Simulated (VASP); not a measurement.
# Cr (P6_3/mmc) in VASP: a series of runs

One crystal, Cr, is run at these levels: PBEsol; tasks: single point, relaxation of cell and atoms.

All numbers are computed with VASP 6.6.1; they aren't measurements. Logs are shortened: lines on timing, memory, paths and dates and some standing lists are left out, and cuts for length are marked.

### Step 1. Starting point

The structure is hexagonal, space group P6_3/mmc (No. 194). Conventional cell: a = 2.469 Å, b = 2.469 Å, c = 8.694 Å, α = 90.00°, β = 90.00°, γ = 120.00°. Cr (site symmetry -3m) is surrounded by 12 Cr at 2.47 to 2.60 Å. Cr (site symmetry -6m2) is surrounded by 12 Cr at 2.47 to 2.60 Å.

The cell was built by a generator and needn't be a form met in nature.

### Step 2. Single point, PBEsol

Input file INCAR:

```
PREC = Accurate ; ENCUT = 520
EDIFF = 1E-7 ; ISMEAR = 0
SIGMA = 0.1 ; LREAL = F
LASPH = T ; NELM = 100
ALGO = Fast ; ISIF = 2
LWAVE = F ; LCHARG = T
GGA = PS ; LELF = T
LVHAR = T ; NBANDS = 32
```

Input file KPOINTS:

```
Automatic mesh
0
Gamma
  21 21 6
```

Input file POSCAR:

```
Cr
1.0
    2.4685723666      0.0000000000      0.0000000000
   -1.2342861833      2.1378463805      0.0000000000
    0.0000000000      0.0000000000      8.6938065538
Cr
4
Direct
    0.0000000000      0.0000000000      0.0000000000
    0.0000000000      0.0000000000      0.5000000000
    0.3333333333      0.6666666667      0.7500000000
    0.6666666667      0.3333333333      0.2500000000
```

Potentials or basis: VASP PAW PBE potentials, release 64 (Cr_pv).

Command:

```sh
$ cat potpaw_PBE.64/Cr_pv/POTCAR > POTCAR
$ mpirun -np 1 vasp_std > vasp.out
```

OUTCAR:

```text
PREC = Accurate
   ENCUT = 520
   EDIFF = 1E-7
   ISMEAR = 0
   LREAL = F
   LASPH = T
   NELM = 100
   ISIF = 2
   GGA = PS

 ion  position               nearest neighbor table
   1  0.000  0.000  0.000-   3 2.60   4 2.60   3 2.60   4 2.60   4 2.60   3 2.60
   2  0.000  0.000  0.500-   3 2.60   4 2.60   3 2.60   4 2.60   4 2.60   3 2.60
   3  0.333  0.667  0.750-   1 2.60   2 2.60   1 2.60   2 2.60   1 2.60   2 2.60
   4  0.667  0.333  0.250-   1 2.60   2 2.60   1 2.60   2 2.60   1 2.60   2 2.60

  LATTYP: Found a hexagonal cell.
 ALAT       =     2.4685723666
 C/A-ratio  =     3.5217952981

  Lattice vectors:

 A1 = (   2.4685723666,   0.0000000000,   0.0000000000)
 A2 = (  -1.2342861833,   2.1378463805,   0.0000000000)
 A3 = (   0.0000000000,   0.0000000000,   8.6938065538)

Analysis of symmetry for initial positions (statically):
=====================================================================
 Subroutine PRICEL returns:
 Original cell was already a primitive cell.

 Routine SETGRP: Setting up the symmetry group for a
 hexagonal supercell.

 Subroutine GETGRP returns: Found 24 space group operations
 (whereof 12 operations were pure point group operations)
 out of a pool of 24 trial point group operations.

The static configuration has the point symmetry D_3d.
 The point group associated with its full space group is D_6h.

Analysis of symmetry for dynamics (positions and initial velocities):
=====================================================================
 Subroutine PRICEL returns:
 Original cell was already a primitive cell.

 Routine SETGRP: Setting up the symmetry group for a
 hexagonal supercell.

 Subroutine GETGRP returns: Found 24 space group operations
 (whereof 12 operations were pure point group operations)
 out of a pool of 24 trial point group operations.

The dynamic configuration has the point symmetry D_3d.
 The point group associated with its full space group is D_6h.

 Subroutine INISYM returns: Found 24 space group operations
 (whereof 12 operations are pure point group operations),
 and found     1 'primitive' translations

----------------------------------------------------------------------------------------

                                     Primitive cell

  volume of cell :      45.8809

[... 79 lines left out ...]
   ions per type =               4
   NGX,Y,Z   is equivalent  to a cutoff of  12.12, 12.12, 13.39 a.u.
   NGXF,Y,Z  is equivalent  to a cutoff of  24.24, 24.24, 26.77 a.u.
 SYSTEM =  unknown system
   PREC   = accura    normal or accurate (medium, high low for compatibility)
   ISTART =      0    job   : 0-new  1-cont  2-samecut
   ICHARG =      2    charge: 1-file 2-atom 10-const
   ISPIN  =      1    spin polarized calculation?
   LNONCOLLINEAR =      F non collinear calculations
   LSORBIT =      F    spin-orbit coupling
   LASPH  =      T    aspherical Exc in radial PAW
   ENCUT  =  520.0 eV  38.22 Ry    6.18 a.u.   4.59  4.59 16.16*2*pi/ulx,y,z
   NELM   =    100;   NELMIN=  2; NELMDL= -5     # of ELM steps
   EDIFF  = 0.1E-06   stopping-criterion for ELM
   LREAL  =      F    real-space projection
[... 7 lines left out ...]
   TEBEG  =    0.0;   TEEND  =   0.0 temperature during run
   PSTRESS=    0.0 pullay stress
   NELECT =      48.0000    total number of electrons
   NUPDOWN=      -1.0000    fix difference up-down
   EMIN   =  10.00;   EMAX   =-10.00  energy-range for DOS
   EFERMI =   0.00;   METHOD = LEGACY
   ISMEAR =     0;   SIGMA  =   0.10  broadening in eV -4-tet -1-fermi 0-gaus
   EFERMI_NEDOS =   21; number of points for ismear=-14 and -15
   IALGO  =     68    algorithm
   IMIX   =      4    mixing-type and parameters
     AMIX     =   0.40;   BMIX     =  1.00
     AMIX_MAG =   1.60;   BMIX_MAG =  1.00
  volume/ion in A,a.u.               =      11.47        77.40
  Fermi-wavevector in a.u.,A,eV,Ry     =   1.661924  3.140581 37.579170  2.761991
  Thomas-Fermi vector in A             =   2.748903
   LORBIT       =      0    0 simple, 1 ext, 2 COOP (PROOUT), +10 PAW based schemes
   GGA     = PS    functional components
   LHFCALC =     F    Hartree Fock is set to
   AEXX    =    0.0000 exact exchange contribution
   IVDW    =     0    specifies the selected vdW correction
   LEPSILON=     F    determine dielectric tensor
   LRPA    =     F    only Hartree local field effects (RPA)
 non-spin polarized calculation
 RMM-DIIS sequential band-by-band and
 Gauss-broadening in eV      SIGMA  =   0.10
  energy-cutoff  :      520.00
  volume of cell :       45.88
 maximum number of plane-waves:      1258
   NGX =  9   NGY =  9   NGZ = 33

 number of electron      48.0000003 magnetization

 Free energy of the ion-electron system (eV)
  ---------------------------------------------------
  ext. energy  EPLUGINS =         0.00000000
  ---------------------------------------------------
  free energy    TOTEN  =       -39.35467514 eV

  energy without entropy =      -39.32333054  energy(sigma->0) =      -39.33900284

 E-fermi :  10.7337     XC(G=0): -13.8559

 val. band max:       10.7334266590   @ k =   0.3333   0.0952   0.3333
 cond. band min:      10.7367495315   @ k =   0.0952   0.0000   0.5000
 fundamental gap:      0.0033228725
 Fermi energy:        10.7337436924

 k-point     1 :       0.0000    0.0000    0.0000
  band No.  band energies     occupation
      1     -32.4174      2.00000
      2     -32.0320      2.00000
      3     -32.0212      2.00000
      4     -31.6207      2.00000
      5     -31.5030      2.00000
      6     -31.5030      2.00000
[... 829 lines left out ...]
     31      12.3890      0.00000
     32      12.6953      0.00000

 [... further k-points ...]
[... 5 lines left out ...]
  --------------------------------------------------------------------------------------
  -------------------------------------------------------------------------------------
  Total       -0.1599459     -0.1599459     -0.1238374      0.0000000      0.0000000      0.0000000
  in kB       -5.5853633     -5.5853633     -4.3244425      0.0000000      0.0000000      0.0000000
  external PRESSURE =      -5.1650564 kB  Pullay stress =       0.0000000 kB

 VOLUME and BASIS-vectors are now :
 -----------------------------------------------------------------------------
  energy-cutoff  :      520.00
  volume of cell :       45.88
      direct lattice vectors                 reciprocal lattice vectors
     2.468572367  0.000000000  0.000000000     0.405092439  0.233880229  0.000000000
    -1.234286183  2.137846381  0.000000000     0.000000000  0.467760457  0.000000000
     0.000000000  0.000000000  8.693806554     0.000000000  0.000000000  0.115024414

 POSITION                                       TOTAL-FORCE (eV/Angst)
 -----------------------------------------------------------------------------------
      0.00000      0.00000      0.00000        -0.000000      0.000000     -0.000000
      0.00000      0.00000      4.34690        -0.000000      0.000000     -0.000000
     -0.00000      1.42523      6.52035        -0.000000      0.000000     -0.000000
      1.23429      0.71262      2.17345         0.000000     -0.000000      0.000000
 -----------------------------------------------------------------------------------
    total drift:                               -0.000000      0.000000      0.000000

  FREE ENERGIE OF THE ION-ELECTRON SYSTEM (eV)
  ---------------------------------------------------
  free  energy   TOTEN  =       -39.3546751405 eV

  energy  without entropy=      -39.3233305423  energy(sigma->0) =      -39.33900284
```

OSZICAR:

```text
N       E                     dE             d eps       ncg     rms          rms(c)
DAV:   1     0.595857316566E+03    0.59586E+03   -0.26553E+04 12296   0.188E+03
DAV:   2    -0.151721198089E+02   -0.61103E+03   -0.58994E+03 12392   0.564E+02
DAV:   3    -0.454948434253E+02   -0.30323E+02   -0.28534E+02 15776   0.142E+02
DAV:   4    -0.462314831365E+02   -0.73664E+00   -0.72576E+00 13992   0.216E+01
[... 13 lines left out ...]
RMM:  18    -0.393546758201E+02    0.58583E-06   -0.54275E-06 18713   0.107E-02    0.185E-02
RMM:  19    -0.393546758822E+02   -0.62057E-07   -0.16199E-06 16311   0.631E-03    0.777E-03
RMM:  20    -0.393546752714E+02    0.61080E-06   -0.11119E-06 12596   0.787E-03    0.432E-03
RMM:  21    -0.393546751452E+02    0.12616E-06   -0.39956E-07 11398   0.375E-03    0.525E-04
RMM:  22    -0.393546751405E+02    0.47185E-08   -0.93437E-08  7869   0.187E-03
   1 F= -.39354675E+02 E0= -.39339003E+02  d E =-.313446E-01
```

stdout:

```text
POSCAR found type information on POSCAR Cr
 POSCAR found :  1 types and       4 ions
 scaLAPACK will be used
 -----------------------------------------------------------------------------
|                                                                             |
|                                                                             |
|     You enforced a specific xc type in the INCAR file but a different       |
|     I HOPE YOU KNOW WHAT YOU ARE DOING!                                     |
|                                                                             |
 -----------------------------------------------------------------------------

 LDA part: xc-table for (Slater+PW92), standard interpolation
 POSCAR, INCAR and KPOINTS ok, starting setup
 FFT: planning ... GRIDC
 FFT: planning ... GRID_SOFT
 FFT: planning ... GRID
 WAVECAR not read
 entering main loop
```

Run time: 3.1 min. Hardware: 1 thread of Intel Xeon 6975P-C (Granite Rapids), shared host; peak memory 0.3 GiB.

Results:

```yaml
Free_energy: -39.3547 eV
Pressure: -0.5 GPa
Band_gap_on_the_k_mesh: none (metal or under the smearing width)
```

Levels at points of the mesh, in eV from the Fermi level:
| k point | band 20 | band 21 | band 22 | band 23 | band 24 | band 25 | band 26 | band 27 | band 28 | band 29 |
| --- | --- | --- | --- | --- | --- | --- | --- | --- | --- | --- |
| (0.00, 0.00, 0.00) | -0.48 | -0.48 | -0.38 | -0.38 | -0.21 | -0.21 | -0.09 | -0.09 | -0.03 | 1.18 |
| (0.00, 0.00, 0.50) | -0.98 | -0.40 | -0.40 | -0.40 | -0.40 | -0.19 | -0.19 | -0.19 | -0.19 | 1.37 |

Caveat: the PAW data sets were made with another functional, which shifts forces and pressure a little; the run has no spin polarisation, though such a crystal can be magnetic. Spin polarisation is off, so any magnetic state and its effect on volume and gap are missing.

(Part 1 of 3 ends here.)
